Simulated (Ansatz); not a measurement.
## How close does DFT come to the measured hyperfine parameters of Al₂O₃?

**What was measured.**

“Ab initio 27Al NMR chemical shifts and quadrupolar parameters for Al2O3 phases and their precursors”, 2011, arXiv:1110.0231 quotes: |C_Q| of 27Al 2.38 MHz.

Cell of run 1: a measured structure from the Crystallography Open Database (COD), taken as it stands.

Space group R-3c:H (No. 167); a = 4.7605, c = 12.9956 Å, γ = 120.00°.

| site | Wyckoff | site symmetry | x | y | z |
| --- | --- | --- | --- | --- | --- |
| Al | 12c | 3. | 0.0000 | 0.0000 | 0.3522 |
| O | 18e | .2 | 0.9733 | 0.3333 | 0.5833 |

One atom of each set is listed; the run and its k-mesh use a cell of 10 atoms with edges of 5.13, 5.13, 5.13 Å.

All runs are DFT with Ansatz 0.2.0 (plane waves and PAW, scalar-relativistic unless spin–orbit coupling is named, Γ-centred meshes, Fermi–Dirac smearing) in this cell.

Run 1: PBE, atoms as given; 420 eV, 8×8×8 k-points, smearing 0.02 eV.
Run 2: PBE, atoms relaxed; 420 eV, 8×8×8 k-points, smearing 0.02 eV.
Run 3: r2SCAN, at the relaxed atoms; 500 eV, 8×8×8 k-points, smearing 0.02 eV.
Run 4: LDA, at the relaxed atoms; 420 eV, 8×8×8 k-points, smearing 0.02 eV.
Run 5: PBEsol, at the relaxed atoms; 420 eV, 8×8×8 k-points, smearing 0.02 eV.

Relaxed positions (PBE, cell held):

Al (0.0000, 0.0000, 0.3521)
O (0.9731, 0.3333, 0.5833)

27Al: I = 5/2, Q = 146.6 mb (Pyykkö 2018). C_Q = eQV_zz/h.

Task: How well do the runs reproduce the measured values?

Result: 

```csv
quantity,unit,measured,run 1,run 2,run 3,run 4,run 5
|C_Q| of 27Al,MHz,2.38,2.03,1.98,1.99,2.01,1.98
```

The runs' values of the |C_Q| of 27Al lie within 2 % of one another and miss by -15 % to -17 %, so the changes tried here don't explain the miss.

The runs hold the atoms at rest, while the measurements include thermal motion.

With these PAW files V_zz is typically within 2 to 3 % of all-electron values, but misses above 10 % occur on Al. The cell isn't the equilibrium one in runs 1, 2, 4 (calculated pressure 7, 7, -5 GPa), and the entry's cell may itself be off.
